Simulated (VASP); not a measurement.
## SiC: relaxation of cell and atoms with PBE

Crystal: SiC.

```
Si C
1.0
     0.00000    2.17900    2.17900
     2.17900    0.00000    2.17900
     2.17900    2.17900    0.00000
Si C
1 1
Cartesian
  0.0000 0.0000 0.0000
  1.0895 1.0895 1.0895
```

```json
{
  "Program": "VASP 6.6.1",
  "Task": "relaxation of cell and atoms",
  "Functional": "PBE",
  "Potentials or basis": "VASP PAW PBE potentials, release 64 (Si, C)",
  "Cutoff": "520 eV",
  "k mesh": "2 × 2 × 2",
  "Occupations": "gaussian, width 0.02 eV",
  "Spin": "no spin polarisation",
  "Further INCAR settings": "ALGO = Normal; EDIFF = 1e-07; IBRION = 2; EDIFFG = -0.002; NSW = 80; ISIF = 3"
}
```

```yaml
Relaxed_volume: 10.92 Å³/atom
Relaxed_cell: a = 3.138 Å, b = 3.138 Å, c = 3.138 Å, α = 60.00°, β = 60.00°, γ = 60.00°
Space_group_after_relaxing_to_0.05_Å: F-43m (No. 216)
Energy_gained_by_relaxing: 20.4 meV/atom
Ionic_steps: 18
Pressure_after_relaxing: 0.0 GPa
Band_gap_on_the_k_mesh: 1.00 eV, indirect (least direct gap 4.25 eV)
```

The path:
```
step  energy change (eV)  largest force (eV/Å)  pressure (GPa)  volume (Å³)
   1              0.0000                0.0000           11.87        20.69
   2             -0.0015                0.0000           -9.77        23.07
   3             -0.0408                0.0000           -0.09        21.85
   4             -0.0408                0.0000            0.13        21.83
   5             -0.0408                0.0000            0.12        21.83
   6             -0.0408                0.0000            0.12        21.83
   7             -0.0408                0.0000            0.12        21.83
   8             -0.0408                0.0000            0.12        21.83
   9             -0.0408                0.0000            0.12        21.83
  10             -0.0408                0.0000            0.12        21.83
  11             -0.0408                0.0000            0.12        21.83
  12             -0.0408                0.0000            0.11        21.83
  13             -0.0408                0.0000            0.11        21.83
  14             -0.0408                0.0000            0.10        21.83
  15             -0.0408                0.0000            0.08        21.83
  16             -0.0408                0.0000            0.04        21.84
  17             -0.0408                0.0000           -0.03        21.85
  18             -0.0408                0.0000           -0.01        21.84
```

Final structure:
```yaml
crystal:
  lattice:
    - [0.00000, 2.21866, 2.21866]
    - [2.21866, 0.00000, 2.21866]
    - [2.21866, 2.21866, 0.00000]
  atoms:
    - { symbol: Si, position: [0.00000, 0.00000, 0.00000] }
    - { symbol: C, position: [0.25000, 0.25000, 0.25000] }
```

Levels at points of the mesh, in eV from the valence-band top:
```
           k point  band 1  band 2  band 3  band 4  band 5  band 6  band 7  band 8
(0.00, 0.00, 0.00)  -15.22    0.00    0.00    0.00    5.54    6.48    6.48    6.48
(0.50, 0.00, 0.00)  -11.75   -8.55   -1.10   -1.10    4.68    6.56    6.56    9.59
(0.50, 0.50, 0.00)  -10.28   -7.93   -3.25   -3.25    1.00    3.75   13.22   13.22
```

Run time: 13 s on 1 thread of Intel(R) Xeon(R) Platinum 8488C (Sapphire Rapids) (shared host), peak memory 0.12 GiB.

Caveat: the k mesh is coarse (spacing up to 1.25 Å⁻¹), so the values aren't converged. A k mesh can miss the band edges.
